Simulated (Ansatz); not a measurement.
## SiMo3: experiment and calculation

**Experimental background.**

From a printed reference work, data compilation, original work of 1950, for a bulk crystal of SiMo3: lattice constant a 4.89 Å.

The runs below are set against these values where they give the same quantity.

Level of theory: DFT PBE, scalar-relativistic, plane waves, PAW (Ansatz 0.2.0).

Cutoff 420 eV; k points 8×8×8 on the computed 8-atom cell (Γ-centred); Gaussian smearing, width 0.10 eV; no spin polarisation.

Relaxed structure, symmetry kept:

Space group Pm-3n (No. 223). a = 4.906 Å, b = 4.906 Å, c = 4.906 Å, α = 90.00°, β = 90.00°, γ = 90.00°
```
atom site symmetry x y z
  Si    2a m-3.  0.0000  0.0000  0.0000
  Mo    6c     -4m.2  0.2500  0.0000  0.5000
```

| Quantity | Value |
| --- | --- |
| Space group | Pm-3n (No. 223) |
| Volume per atom | 14.76 Å³ |
| Formation energy from the elements' standard states (uncorrected) | -0.317 eV/atom |
| Kohn–Sham band gap | none (metal) |
| Density of states at the Fermi level | 3.86 states/eV per cell |
| Löwdin character within 0.5 eV of the Fermi level | Mo 4d 87 % |
| Bulk modulus | 248 GPa |
| Its pressure derivative | 4.3 |
| Bader charges (e) | Si (2 in the cell) -0.51, Mo (6 in the cell) 0.17 |

Measured lattice constant a of SiMo3: 4.89 Å (a printed reference work, data compilation, original work of 1950). This calculation gives 4.906 Å (+0.3 %). The measured value has few digits, which limits the comparison. The calculation is for 0 K without zero-point motion.